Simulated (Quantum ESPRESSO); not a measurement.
# P under changes of volume

One of the cells (20.458 Å³/atom); the others are scaled copies at fixed shape and fractional positions:

```
P
1.0
     1.64774   -5.46504    0.00000
     1.64774    5.46504    0.00000
     0.00000    0.00000    4.54364
P
4
Direct
  0.90414 0.09586 0.58882
  0.09586 0.90414 0.41118
  0.59586 0.40414 0.08882
  0.40414 0.59586 0.91118
```

```yaml
Program: Quantum ESPRESSO 7.5
Functional: PBEsol
Potentials_or_basis: PseudoDojo 0.4.1 SR PBEsol standard
Cutoff: 599 eV
Density_cutoff: 2395 eV
k_mesh: 8 × 8 × 6
Occupations: fermi-dirac, width 0.05 eV
Spin: no spin polarisation
```

```tsv
volume (Å³/atom)	energy over the lowest point (meV/atom)	pressure (GPa)	gap on the mesh (eV)	largest force (eV/Å)
19.230	13.98	4.6	0.05	0.860
19.639	4.82	2.6	0.04	0.654
20.049	0.32	0.9	0.02	0.465
20.458	0.00	-0.6	0.01	0.297
20.867	3.43	-2.0	0.04	0.165
21.276	?	?	?	?
21.685	20.06	-4.4	0.11	0.246
```

Question: What does the run at 21.276 Å³/atom give?

Answer: Energy over the lowest point 10.24 meV/atom; pressure -3.3 GPa; gap on the mesh 0.07 eV; largest force 0.146 eV/Å.

Worked out: A Birch-Murnaghan fit of order 3 (a polynomial in V^(-2/3)) to the other rows has its minimum at 20.28 Å³/atom with B0 = V·E''(V) = 76 GPa and B' = 4.3 at fixed shape and positions, which overstates the stiffness. It gives 10.23 meV/atom at 21.276 Å³/atom, against the run's 10.24, and -dE/dV = -3.3 GPa, against -3.3.

Energies are extrapolated to zero smearing.

A mesh can miss the band edges.
